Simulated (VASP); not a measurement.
SiC:

```
Si C
1.0
     0.00000    2.17911    2.17911
     2.17911    0.00000    2.17911
     2.17911    2.17911    0.00000
Si C
1 1
Direct
  0.75000 0.75000 0.75000
  0.00000 0.00000 0.00000
```

The cell is a database's computed one.

Base run:

| Property | Result |
| --- | --- |
| Program | VASP 6.6.1 |
| Functional | r2SCAN |
| Potentials or basis | VASP PAW PBE potentials, release 64 (Si, C) |
| Cutoff | 520 eV |
| k mesh | 10 × 10 × 10 |
| Occupations | gaussian, width 0.02 eV |
| Spin | no spin polarisation |

Its results: band gap on the k mesh 1.73 eV, indirect (least direct gap 5.06 eV); pressure -0.5 GPa.

Question: The run is repeated on the same cell with these changes: functional from r2SCAN to PBEsol; cutoff from 520 eV to 700 eV. What comes out?

Answer: Band gap on the k mesh 1.24 eV, indirect (least direct gap 4.44 eV); pressure 0.0 GPa.

r2SCAN gives the wider gap, since meta-GGAs in the generalised Kohn-Sham scheme recover part of the derivative discontinuity.

Caveats: the PAW data sets were made with another functional, which shifts forces and pressure a little.

A k mesh can miss the band edges.
